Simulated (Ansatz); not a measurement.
# Forms of B2As3: one energy to predict

All numbers below come from Ansatz 0.2.0, DFT PBE, scalar-relativistic, plane waves, PAW. Settings: cutoff 420 eV, Γ-centred meshes spaced at most about 0.3 Å⁻¹, and about 0.25 Å⁻¹ or finer for metals (2π included), Gaussian smearing. No spin polarisation.

All energies are static (0 K, no zero-point motion). Rows are sorted by volume; energies count from the lowest form computed. Coordination counts As atoms around B (those within 1.25 times the shortest such distance or 1.15 times the sum of covalent radii, 1.27 where that leaves under three; a plus sign parts nearer from farther groups). The table shows 5 of 7 forms computed.

```csv
row,form,source,atoms,coordination,V (Å³/atom),gap on mesh (eV),ΔE (meV/atom)
1,P-3m1,invented,5,B 3+3,15.2,0,324
2,P-1,invented,10,B 4,15.5,0,0
3,P-3m1,invented,10,B 4,15.6,0,48
4,Cmc2_1,invented,10,B 4,15.8,0,?
5,R-3m,invented,10,B 4,15.9,0,67
```

The cell of row 4:

```yaml
crystal:
  lattice:
    - [4.94467, -3.08576, 0.00000]
    - [4.94467, 3.08576, 0.00000]
    - [0.00000, 0.00000, 5.18506]
  atoms:
    - { symbol: B, position: [0.67228, 0.00215, 0.57752] }
    - { symbol: B, position: [0.99785, 0.32772, 0.57752] }
    - { symbol: B, position: [0.00215, 0.67228, 0.07752] }
    - { symbol: B, position: [0.32772, 0.99785, 0.07752] }
    - { symbol: As, position: [0.67683, 0.32317, 0.37111] }
    - { symbol: As, position: [0.00685, 0.32634, 0.97323] }
    - { symbol: As, position: [0.67366, 0.99315, 0.97323] }
    - { symbol: As, position: [0.32317, 0.67683, 0.87111] }
    - { symbol: As, position: [0.99315, 0.67366, 0.47323] }
    - { symbol: As, position: [0.32634, 0.00685, 0.47323] }
```

Problem. Estimate the missing energy, and say where the row ranks.

Solution. 97 meV/atom, which puts it above row 5 and below row 1. Counting As atoms around B, row 4 and the lowest form (row 2) both have B 4. The lowest form (row 2) holds As–As nets (shortest 2.45 Å); in row 4 the shortest As–As distance is 2.83 Å, near bonding range too.

An observed structure of this formula, if there is one, may be missing.

No dispersion correction is applied, so the spacing and binding between layers, chains or molecules are poorly described (P-3m1 at 15.6 Å³/atom, R-3m, P-3m1 at 15.2 Å³/atom), and this can change margins and order among such cells. In P-3m1 at 15.2 Å³/atom an odd number of electrons in the primitive cell allows no gap without spin; a larger cell or a magnetic state could open one. Cells relaxed within their symmetry can be saddle points. Some types were kept out of the candidates beforehand, so the set may lack a known form.

Fourfold coordination of boron alone doesn't fix the energy: row 4 shares it with the lowest form, yet lies 97 meV/atom higher. The difference probably comes from the arsenic sublattice. B2As3 has too few valence electrons to complete the octets of isolated arsenide ions, so As–As bonds are needed to make up the shortfall. The 2.45 Å contacts in row 2 are ordinary single bonds, whereas 2.83 Å in row 4 is well beyond that length and indicates weak, partial bonding at best. Row 4 therefore likely keeps more holes in As lone-pair states. The zero gap in row 2 suggests that even there As–As bonding doesn't cleanly separate filled from empty states, though PBE could also close a small gap.

Row 1, the densest form, is also the highest in energy, which fits the preference of small, covalent boron for few, short bonds over a crowded 3+3 shell. The ranking doesn't show whether any of these forms would survive decomposition into BAs and arsenic.
